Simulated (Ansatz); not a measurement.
Crystal: MoP.

```
Mo P
1.0
     3.22300    0.00000    0.00000
    -1.61150    2.79120    0.00000
     0.00000    0.00000    3.19100
Mo P
1 1
Cartesian
  0.0000 0.0000 0.0000
  0.0000 1.8608 1.5955
```

* Program: Ansatz 0.2.0
* Task: single point
* Functional: PBE
* Potentials or basis: all-electron LAPW, scalar-relativistic
* Cutoff: 254 eV (chosen from the basis error)
* Basis error allowed: 0.001 eV/atom
* k mesh: 10 × 10 × 8
* Occupations: fermi-dirac, width 0.05 eV
* Spin: no spin polarisation

On this cell: pressure 2.6 GPa; largest force under 0.003 eV/Å; band gap on the k mesh none (metal or under the smearing width).

The same run follows on a disturbed copy (atoms moved at random, drawn with an rms of 0.05 Å):

```
CELL_PARAMETERS angstrom
3.22300 0.00000 0.00000
-1.61150 2.79120 0.00000
0.00000 0.00000 3.19100
ATOMIC_POSITIONS crystal
Mo 0.99571 0.00610 0.00142
P 0.32258 0.67395 0.49012
```

**Question.** What changes?

**Answer.** The energy (extrapolated to zero smearing) moves by +6.4 meV/atom; pressure 2.8 GPa; largest force 0.598 eV/Å; band gap on the k mesh none (metal or under the smearing width).

Forces in eV/Å, atoms in the order of the input:
```
Mo  -0.329  0.052 -0.497
P    0.329 -0.052  0.497
```

Stress tensor (GPa, compression positive):
```
 3.15 -0.94  0.22
-0.94  2.88 -0.04
 0.22 -0.04  2.41
```
